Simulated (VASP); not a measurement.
Runs of VASP 6.6.1 on AlN. It takes space group P6_3mc (No. 186, hexagonal). The conventional cell has a = 3.113 Å, b = 3.113 Å, c = 4.981 Å, α = 90.00°, β = 90.00°, γ = 120.00°. Around Al (site symmetry 3m) lie 4 N at 1.89 Å. Around N (site symmetry 3m) lie 4 Al at 1.89 Å. 

| task | level | potentials or basis | cell | k mesh | cutoff (eV) | smearing | GW scheme | GW iterations | cutoff of the response function | frequency points | empty bands | mesh quality | gap on the mesh (eV) | pressure (GPa) | relaxed volume (Å³/atom) | largest force (eV/Å) |
| --- | --- | --- | --- | --- | --- | --- | --- | --- | --- | --- | --- | --- | --- | --- | --- | --- |
| relaxation of cell and atoms | PBEsol | VASP PAW PBE potentials, release 64 (Al, N) | relaxed | 12 × 12 × 6 | 600 | gaussian 0.03 eV | - | - | - | - | - | not flagged | 4.12 | 0.1 | 10.45 | - |
| relaxation of shape and atoms at fixed volume | PBE | VASP PAW PBE potentials, release 64 (Al, N) | atoms relaxed at fixed volume from: a relaxed cell with its volume scaled by 1.02 | 12 × 12 × 6 | 600 | gaussian 0.03 eV | - | - | - | - | - | not flagged | (b) | -3.7 | - | 0.01 |
| relaxation of cell and atoms | PBE | VASP PAW PBE potentials, release 64 (Al, N) | relaxed | 12 × 12 × 6 | 600 | gaussian 0.03 eV | - | - | - | - | - | not flagged | (c) | 0.0 | 10.62 | - |
| relaxation of shape and atoms at fixed volume | PBE | VASP PAW PBE potentials, release 64 (Al, N) | atoms relaxed at fixed volume from: a relaxed cell with its volume scaled by 0.98 | 12 × 12 × 6 | 600 | gaussian 0.03 eV | - | - | - | - | - | not flagged | (a) | 4.1 | - | 0.01 |
| relaxation of shape and atoms at fixed volume | PBE | VASP PAW PBE potentials, release 64 (Al, N) | atoms relaxed at fixed volume from: a relaxed cell with its volume scaled by 0.96 | 12 × 12 × 6 | 600 | gaussian 0.03 eV | - | - | - | - | - | not flagged | 4.40 | 8.6 | - | - |
| relaxation of shape and atoms at fixed volume | PBE | VASP PAW PBE potentials, release 64 (Al, N) | atoms relaxed at fixed volume | 12 × 12 × 6 | 600 | gaussian 0.03 eV | - | - | - | - | - | not flagged | 4.06 | 0.0 | - | - |
| relaxation of shape and atoms at fixed volume | PBE | VASP PAW PBE potentials, release 64 (Al, N) | atoms relaxed at fixed volume from: a relaxed cell with its volume scaled by 0.94 | 12 × 12 × 6 | 600 | gaussian 0.03 eV | - | - | - | - | - | not flagged | 4.58 | 13.5 | - | - |
| relaxation of shape and atoms at fixed volume | PBE | VASP PAW PBE potentials, release 64 (Al, N) | atoms relaxed at fixed volume from: a relaxed cell with its volume scaled by 1.06 | 12 × 12 × 6 | 600 | gaussian 0.03 eV | - | - | - | - | - | not flagged | 3.58 | -10.1 | - | - |
| relaxation of shape and atoms at fixed volume | PBE | VASP PAW PBE potentials, release 64 (Al, N) | atoms relaxed at fixed volume from: a relaxed cell with its volume scaled by 1.04 | 12 × 12 × 6 | 600 | gaussian 0.03 eV | - | - | - | - | - | not flagged | 3.74 | -7.1 | - | - |

Alike in all rows: no spin polarisation.

Fill in the values left out.

(a) 4.23; (b) 3.89; (c) 4.07.

Caveats: the PAW data sets were made with another functional, which shifts forces and pressure a little (some runs); the relaxation stopped at its first step, so nothing moved (some runs).

A k mesh can miss the band edges.
